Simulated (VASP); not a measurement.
# LiH (Pm-3m) in VASP: a series of runs

The runs below take LiH through single point, with PBE0(alpha).

Program: VASP 6.6.1. These are calculated values, not measurements. Logs are shortened: lines on timing, memory, paths and dates and some standing lists are left out, and cuts for length are marked.

## Step 1: The structure

It takes space group Pm-3m (No. 221, cubic). The conventional cell has a = 2.507 Å, b = 2.507 Å, c = 2.507 Å, α = 90.00°, β = 90.00°, γ = 90.00°. Li (site symmetry m-3m) has 8 H at 2.17 Å as nearest neighbours. Around H (site symmetry m-3m) lie 8 Li at 2.17 Å.

The cell was built by a generator and needn't be a form met in nature.

## Step 2: Single point, PBE0(alpha)

Contents of POSCAR:

```
LiH
1.0
    2.5069900000      0.0000000000      0.0000000000
    0.0000000000      2.5069900000      0.0000000000
    0.0000000000      0.0000000000      2.5069900000
Li H
1 1
Direct
    0.5000000000      0.5000000000      0.5000000000
    0.0000000000      0.0000000000      0.0000000000
```

Contents of INCAR.step1:

```
PREC = Accurate
ENCUT = 520
EDIFF = 1E-5
ISMEAR = -1
SIGMA = 0.05
LREAL = False
LASPH = True
NELM = 100
ALGO = Normal
ISIF = 2
LWAVE = True
GGA = PE
```

Contents of INCAR.step2:

```
PREC = Accurate
ENCUT = 520
EDIFF = 1E-6
ISMEAR = -1
SIGMA = 0.05
LREAL = False
LASPH = True
NELM = 100
ALGO = Normal
ISIF = 2
LWAVE = False
LCHARG = False
GGA = PE
LHFCALC = True
AEXX = 0.25
PRECFOCK = Fast
HFRCUT = -1
ISTART = 1
```

Contents of KPOINTS:

```
regular mesh
0
Gamma
  6 6 6
```

Potentials or basis: VASP PAW PBE potentials, release 64 (Li_sv, H).

Run with:

```
$ cat potpaw_PBE.64/Li_sv/POTCAR potpaw_PBE.64/H/POTCAR > POTCAR
$ cp INCAR.step1 INCAR
$ mpirun -np 1 vasp_std > vasp.out
$ cp INCAR.step2 INCAR
$ mpirun -np 1 vasp_std > vasp.out
```

OUTCAR:

```text
PREC = Accurate
   ENCUT = 520
   EDIFF = 1E-6
   ISMEAR = -1
   LREAL = False
   LASPH = True
   NELM = 100
   ISIF = 2
   GGA = PE
   LHFCALC = True
   AEXX = 0.25
   PRECFOCK = Fast
   ISTART = 1

 ion  position               nearest neighbor table
   1  0.500  0.500  0.500-
   2  0.000  0.000  0.000-

  LATTYP: Found a simple cubic cell.
 ALAT       =     2.5069900000

  Lattice vectors:

 A1 = (   2.5069900000,   0.0000000000,   0.0000000000)
 A2 = (   0.0000000000,   2.5069900000,   0.0000000000)
 A3 = (   0.0000000000,   0.0000000000,   2.5069900000)

Analysis of symmetry for initial positions (statically):
=====================================================================
 Subroutine PRICEL returns:
 Original cell was already a primitive cell.

 Routine SETGRP: Setting up the symmetry group for a
 simple cubic supercell.

 Subroutine GETGRP returns: Found 48 space group operations
 (whereof 48 operations were pure point group operations)
 out of a pool of 48 trial point group operations.

The static configuration has the point symmetry O_h .

Analysis of symmetry for dynamics (positions and initial velocities):
=====================================================================
 Subroutine PRICEL returns:
 Original cell was already a primitive cell.

 Routine SETGRP: Setting up the symmetry group for a
 simple cubic supercell.

 Subroutine GETGRP returns: Found 48 space group operations
 (whereof 48 operations were pure point group operations)
 out of a pool of 48 trial point group operations.

The dynamic configuration has the point symmetry O_h .

 Subroutine INISYM returns: Found 48 space group operations
 (whereof 48 operations are pure point group operations),
 and found     1 'primitive' translations

----------------------------------------------------------------------------------------

                                     Primitive cell

  volume of cell :      15.7564

  direct lattice vectors                    reciprocal lattice vectors
     2.506990000  0.000000000  0.000000000     0.398884718  0.000000000  0.000000000
     0.000000000  2.506990000  0.000000000     0.000000000  0.398884718  0.000000000
     0.000000000  0.000000000  2.506990000     0.000000000  0.000000000  0.398884718

  length of vectors
     2.506990000  2.506990000  2.506990000     0.398884718  0.398884718  0.398884718

  position of ions in fractional coordinates (direct lattice)
     0.500000000  0.500000000  0.500000000
     0.000000000  0.000000000  0.000000000

  ion indices of the primitive-cell ions
   primitive index   ion index
                 1           1
                 2           2

----------------------------------------------------------------------------------------

 KPOINTS: regular mesh

Automatic generation of k-mesh.
 Grid dimensions read from file:
 generate k-points for:    6    6    6

 Generating k-lattice:

  Cartesian coordinates                     Fractional coordinates (reciprocal lattice)
     0.066480786  0.000000000  0.000000000     0.166666667  0.000000000  0.000000000
     0.000000000  0.066480786  0.000000000     0.000000000  0.166666667  0.000000000
     0.000000000  0.000000000  0.066480786     0.000000000  0.000000000  0.166666667

  Length of vectors
     0.066480786  0.066480786  0.066480786

  Shift w.r.t. Gamma in fractional coordinates (k-lattice)
     0.000000000  0.000000000  0.000000000

 Subroutine IBZKPT returns following result:
 ===========================================

 Found     20 irreducible k-points:

 Following reciprocal coordinates:
            Coordinates               Weight
  0.000000  0.000000  0.000000      1.000000
  0.166667  0.000000  0.000000      6.000000
  0.333333  0.000000  0.000000      6.000000
  0.500000  0.000000  0.000000      3.000000
  0.166667  0.166667  0.000000     12.000000
  0.333333  0.166667  0.000000     24.000000
[... 12 lines left out ...]
  0.500000  0.500000  0.333333      6.000000
  0.500000  0.500000  0.500000      1.000000
   k-points           NKPTS =     20   k-points in BZ     NKDIM =    216   number of bands    NBANDS=      6
   number of dos      NEDOS =    301   number of ions     NIONS =      2
   total plane-waves  NPLWV =   8000
   dimension x,y,z NGX =    20 NGY =   20 NGZ =   20
   dimension x,y,z NGXF=    40 NGYF=   40 NGZF=   40
   ions per type =               1   1
   NGX,Y,Z   is equivalent  to a cutoff of  13.26, 13.26, 13.26 a.u.
   NGXF,Y,Z  is equivalent  to a cutoff of  26.53, 26.53, 26.53 a.u.
 SYSTEM =  unknown system
   PREC   = accura    normal or accurate (medium, high low for compatibility)
   ISTART =      1    job   : 0-new  1-cont  2-samecut
   ICHARG =      0    charge: 1-file 2-atom 10-const
   ISPIN  =      1    spin polarized calculation?
   LNONCOLLINEAR =      F non collinear calculations
   LSORBIT =      F    spin-orbit coupling
   LASPH  =      T    aspherical Exc in radial PAW
   ENCUT  =  520.0 eV  38.22 Ry    6.18 a.u.   4.66  4.66  4.66*2*pi/ulx,y,z
   NELM   =    100;   NELMIN=  2; NELMDL=  0     # of ELM steps
   EDIFF  = 0.1E-05   stopping-criterion for ELM
   LREAL  =      F    real-space projection
   EDIFFG = 0.1E-04   stopping-criterion for IOM
   NSW    =      0    number of steps for IOM
   IBRION =     -1    ionic relax: 0-MD 1-quasi-New 2-CG
   NFREE  =      0    steps in history (QN), initial steepest desc. (CG)
   ISIF   =      2    stress and relaxation
   ISYM   =      3    0-nonsym 1-usesym 2-fastsym
   POTIM  = 0.5000    time-step for ionic-motion
   TEBEG  =    0.0;   TEEND  =   0.0 temperature during run
   PSTRESS=    0.0 pullay stress
   NELECT =       4.0000    total number of electrons
   NUPDOWN=      -1.0000    fix difference up-down
   EMIN   =  10.00;   EMAX   =-10.00  energy-range for DOS
   EFERMI =   0.00;   METHOD = LEGACY
   ISMEAR =    -1;   SIGMA  =   0.05  broadening in eV -4-tet -1-fermi 0-gaus
   EFERMI_NEDOS =   21; number of points for ismear=-14 and -15
   IALGO  =     38    algorithm
   IMIX   =      1    mixing-type and parameters
     AMIX     =   0.40;   BMIX     =  1.00
     AMIX_MAG =   1.60;   BMIX_MAG =  1.00
  volume/ion in A,a.u.               =       7.88        53.16
  Fermi-wavevector in a.u.,A,eV,Ry     =   1.036594  1.958880 14.619843  1.074528
  Thomas-Fermi vector in A             =   2.170993
   LORBIT       =      0    0 simple, 1 ext, 2 COOP (PROOUT), +10 PAW based schemes
   GGA     = PE    functional components
   LHFCALC =     T    Hartree Fock is set to
   PRECFOCK=fast      Normal, Fast or Accurate (Low or Medium for compatibility)
   ENCUT4O =  -1.0   cutoff for four orbital integrals eV
   NKREDX  =     1    reduce k-point grid by
   NKREDY  =     1    reduce k-point grid by
   NKREDZ  =     1    reduce k-point grid by
   AEXX    =    0.2500 exact exchange contribution
   HFSCREEN=    0.0000 screening length (either q_TF or 0.3 A-1)
   HFSCREENC=   0.0000 screening length for correlation (either q_TF or 0.3 A-1)
   ENCUTFOCK=  -1.0 apply spherical cutoff to Coloumb kernel
   IVDW    =     0    specifies the selected vdW correction
   LEPSILON=     F    determine dielectric tensor
   LRPA    =     F    only Hartree local field effects (RPA)
 non-spin polarized calculation
  energy-cutoff  :      520.00
  volume of cell :       15.76
 maximum number of plane-waves:       441
 NGX is ok and might be reduce to    20
  NGX = 12; NGY = 12; NGZ = 12

 number of electron       4.0000012 magnetization

 Free energy of the ion-electron system (eV)
  ---------------------------------------------------
  ext. energy  EPLUGINS =         0.00000000
  ---------------------------------------------------
  free energy    TOTEN  =        -6.64218810 eV

  energy without entropy =       -6.64218810  energy(sigma->0) =       -6.64218810

 E-fermi :   3.7904     XC(G=0):  -6.8256

 val. band max:        2.7499995439   @ k =   0.5000   0.5000   0.5000
 cond. band min:       4.9434541935   @ k =   0.5000   0.0000   0.0000
 fundamental gap:      2.1934546496
 Fermi energy:         3.7904420149

 k-point     1 :       0.0000    0.0000    0.0000
  band No.  band energies     occupation
      1     -48.7469      2.00000
      2      -7.0594      2.00000
      3      16.6457      0.00000
      4      16.6457      0.00000
      5      16.6457      0.00000
      6      17.5677      0.00000

 k-point     2 :       0.1667    0.0000    0.0000
  band No.  band energies     occupation
      1     -48.7327      2.00000
      2      -6.5734      2.00000
      3      11.5794      0.00000
      4      17.2772      0.00000
      5      17.2772      0.00000
      6      17.4078      0.00000

 k-point     3 :       0.3333    0.0000    0.0000
  band No.  band energies     occupation
      1     -48.7043      2.00000
      2      -5.3500      2.00000
      3       6.9486      0.00000
      4      16.6672      0.00000
      5      19.0951      0.00000
      6      19.0951      0.00000

 k-point     4 :       0.5000    0.0000    0.0000
  band No.  band energies     occupation
      1     -48.6897      2.00000
      2      -4.4854      2.00000
      3       4.9435      0.00000
      4      16.3043      0.00000
      5      20.9777      0.00000
      6      20.9777      0.00000

 k-point     5 :       0.1667    0.1667    0.0000
  band No.  band energies     occupation
      1     -48.7193      2.00000
      2      -6.0647      2.00000
      3      11.2780      0.00000
      4      12.7829      0.00000
      5      17.8950      0.00000
      6      17.9046      0.00000
[... 100 lines left out ...]
 k-point    17 :       0.3333    0.3333    0.3333
  band No.  band energies     occupation
      1     -48.6344      2.00000
      2      -0.9377      2.00000
      3       9.4330      0.00000
      4       9.8657      0.00000
      5       9.8657      0.00000
      6      18.3320      0.00000

 k-point    18 :       0.5000    0.3333    0.3333
  band No.  band energies     occupation
      1     -48.6231      2.00000
      2       0.3898      2.00000
      3       7.4687      0.00000
      4       9.6591      0.00000
      5      12.2731      0.00000
      6      14.6196      0.00000

 k-point    19 :       0.5000    0.5000    0.3333
  band No.  band energies     occupation
      1     -48.6123      2.00000
      2       1.7731      2.00000
      3       8.5036      0.00000
      4       8.5036      0.00000
      5      11.5227      0.00000
      6      15.5144      0.00000

 k-point    20 :       0.5000    0.5000    0.5000
  band No.  band energies     occupation
      1     -48.6018      2.00000
      2       2.7500      2.00000
      3      10.9590      0.00000
      4      10.9590      0.00000
      5      10.9590      0.00000
      6      13.2341      0.00000

------------------------ aborting loop because EDIFF is reached ----------------------------------------

  FORCE on cell =-STRESS in cart. coord.  units (eV):
  Direction    XX          YY          ZZ          XY          YZ          ZX
  --------------------------------------------------------------------------------------
  -------------------------------------------------------------------------------------
  Total       -0.0533023     -0.0533023     -0.0533023      0.0000000      0.0000000      0.0000000
  in kB       -5.4199980     -5.4199980     -5.4199980      0.0000000      0.0000000      0.0000000
  external PRESSURE =      -5.4199980 kB  Pullay stress =       0.0000000 kB

 VOLUME and BASIS-vectors are now :
 -----------------------------------------------------------------------------
  energy-cutoff  :      520.00
  volume of cell :       15.76
      direct lattice vectors                 reciprocal lattice vectors
     2.506990000  0.000000000  0.000000000     0.398884718  0.000000000  0.000000000
     0.000000000  2.506990000  0.000000000     0.000000000  0.398884718  0.000000000
     0.000000000  0.000000000  2.506990000     0.000000000  0.000000000  0.398884718

 POSITION                                       TOTAL-FORCE (eV/Angst)
 -----------------------------------------------------------------------------------
      1.25350      1.25350      1.25350         0.000000      0.000000      0.000000
      0.00000      0.00000      0.00000         0.000000      0.000000      0.000000
 -----------------------------------------------------------------------------------
    total drift:                                0.000000     -0.000000      0.000000

  FREE ENERGIE OF THE ION-ELECTRON SYSTEM (eV)
  ---------------------------------------------------
  free  energy   TOTEN  =        -6.6421881006 eV

  energy  without entropy=       -6.6421881006  energy(sigma->0) =       -6.64218810
```

Run time: 14 s. Hardware: 1 thread of Intel Xeon 6975P-C (Granite Rapids), shared host; peak memory 0.11 GiB.

Results:

| Item | Value |
| --- | --- |
| Free energy | -6.6422 eV |
| Band gap on the k mesh | 2.19 eV, indirect (least direct gap 6.01 eV) |

Caveat: the cutoff is under 1.25 times the usual one of these potentials, so pressure, stress and relaxed cells hold a basis-set (Pulay) error; the PAW data sets were made with another functional, which shifts forces and pressure a little. A k mesh can miss the band edges.

(Part 1 of 2 ends here.)
